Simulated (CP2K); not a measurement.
Crystal: Cd.

```
Cd
1.0
     3.09054    0.00000    0.00000
    -1.03018    2.91379    0.00000
    -1.03018   -1.45689    2.52341
Cd
1
Direct
  0.00000 0.00000 0.00000
```

This isn't the form of Cd at room conditions, which is hcp.

Base run:

```yaml
Program: CP2K 2026.2
Functional: vdW-DF2
Potentials_or_basis: POTENTIAL_UZH Cd GTH-PBE-q12; TZVP-MOLOPT-PBE-GTH basis
Density_cutoff: 9184 eV
k_mesh: 10 × 10 × 10
Occupations: fermi-dirac, width 0.05 eV
Spin: no spin polarisation
```

Its results: band gap on the k mesh none (metal or under the smearing width); pressure 9.9 GPa.

Task: After a change of settings the same cell gave: band gap on the k mesh none (metal or under the smearing width); pressure 2.1 GPa. Which change was it?
A. functional from vdW-DF2 to LDA
B. functional from vdW-DF2 to PBEsol
C. functional from vdW-DF2 to optB88-vdW
D. functional from vdW-DF2 to SCAN

Result: C.

Caveats: the potentials were made for another functional, which shifts forces and pressure; the basis of atomic orbitals isn't converged, which shifts pressures, moduli and gaps.
